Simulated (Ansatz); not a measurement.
Wires are cut from relaxed bulk BN (F-43m, 5.95 Å³/atom, gap on the mesh 4.46 eV); atoms and period are relaxed, and energies count from that bulk. Caps count from half an H2 molecule.

These are results of Ansatz 0.2.0, DFT PBE, scalar-relativistic, plane waves, PAW, not measurements.

Cutoff 420 eV; k points 1×1×9 on the computed 26-atom cell (Γ-centred); Gaussian smearing, width 0.05 eV; no spin polarisation.

Start ([001] wire, 12 host atoms a period with H caps):

```
CELL_PARAMETERS angstrom
14.80000 0.00000 0.00000
0.00000 15.10000 0.00000
0.00000 0.00000 3.62470
ATOMIC_POSITIONS crystal
B 0.52730 0.52676 0.00000
N 0.58853 0.58677 0.25000
B 0.52730 0.40673 0.50000
B 0.52730 0.64678 0.50000
N 0.34361 0.46674 0.75000
N 0.58853 0.46674 0.75000
B 0.40484 0.52676 0.50000
B 0.64975 0.52676 0.50000
N 0.46607 0.34672 0.75000
N 0.46607 0.58677 0.75000
B 0.40484 0.40673 0.00000
N 0.46607 0.46674 0.25000
H 0.62832 0.62577 0.08753
H 0.57372 0.36123 0.31045
H 0.57372 0.69228 0.68955
H 0.48088 0.69228 0.31045
H 0.30382 0.50574 0.91247
H 0.30382 0.42774 0.58753
H 0.62832 0.42774 0.91247
H 0.35842 0.57226 0.31045
H 0.69618 0.57226 0.68955
H 0.69618 0.48126 0.31045
H 0.50586 0.30772 0.91247
H 0.42628 0.30772 0.58753
H 0.42628 0.62577 0.91247
H 0.35842 0.36123 0.18955
```

**Question.** Relax it.

**Answer.** The free energy falls by 23 meV/atom.

```
excess energy (eV per host atom)                      : 0.116
line energy (eV/Å)                                    : 0.369
period (Å)                                            : 3.776
gap on the mesh (eV)                                  : 3.65
highest filled level or Fermi level under vacuum (eV) : 5.55
```

Relaxed structure:
```yaml
crystal:
  lattice:
    - [14.80000, 0.00000, 0.00000]
    - [0.00000, 15.10000, 0.00000]
    - [0.00000, 0.00000, 3.77561]
  atoms:
    - { symbol: B, position: [0.52804, 0.52742, 0.99559] }
    - { symbol: N, position: [0.58620, 0.58429, 0.24759] }
    - { symbol: B, position: [0.52776, 0.40744, 0.50169] }
    - { symbol: B, position: [0.52742, 0.64835, 0.48573] }
    - { symbol: N, position: [0.34584, 0.46645, 0.76238] }
    - { symbol: N, position: [0.58614, 0.46873, 0.73730] }
    - { symbol: B, position: [0.40562, 0.52741, 0.50171] }
    - { symbol: B, position: [0.65143, 0.52653, 0.48570] }
    - { symbol: N, position: [0.46543, 0.34898, 0.76235] }
    - { symbol: N, position: [0.46830, 0.58449, 0.73733] }
    - { symbol: B, position: [0.40398, 0.40609, 0.01612] }
    - { symbol: N, position: [0.46464, 0.46541, 0.25313] }
    - { symbol: H, position: [0.62626, 0.62348, 0.09061] }
    - { symbol: H, position: [0.57437, 0.35486, 0.33561] }
    - { symbol: H, position: [0.57574, 0.69616, 0.66210] }
    - { symbol: H, position: [0.47473, 0.69274, 0.30989] }
    - { symbol: H, position: [0.30800, 0.50864, 0.91497] }
    - { symbol: H, position: [0.30115, 0.42910, 0.61942] }
    - { symbol: H, position: [0.63003, 0.43246, 0.88965] }
    - { symbol: H, position: [0.35209, 0.57320, 0.33561] }
    - { symbol: H, position: [0.70032, 0.57378, 0.66207] }
    - { symbol: H, position: [0.69660, 0.47478, 0.30987] }
    - { symbol: H, position: [0.50838, 0.31179, 0.91497] }
    - { symbol: H, position: [0.42722, 0.30528, 0.61937] }
    - { symbol: H, position: [0.43138, 0.62760, 0.88963] }
    - { symbol: H, position: [0.35332, 0.35654, 0.18252] }
```

The gap is read on a mesh, which can miss the band edges, so it can be too wide.

Each run keeps its start's symmetry and one magnetic start, so lower states can exist.

Time: 2.7 min on 4 threads of Intel(R) Xeon(R) Processor @ 2.50GHz (Skylake/Cascade Lake) (shared host), peak memory 1.4 GiB.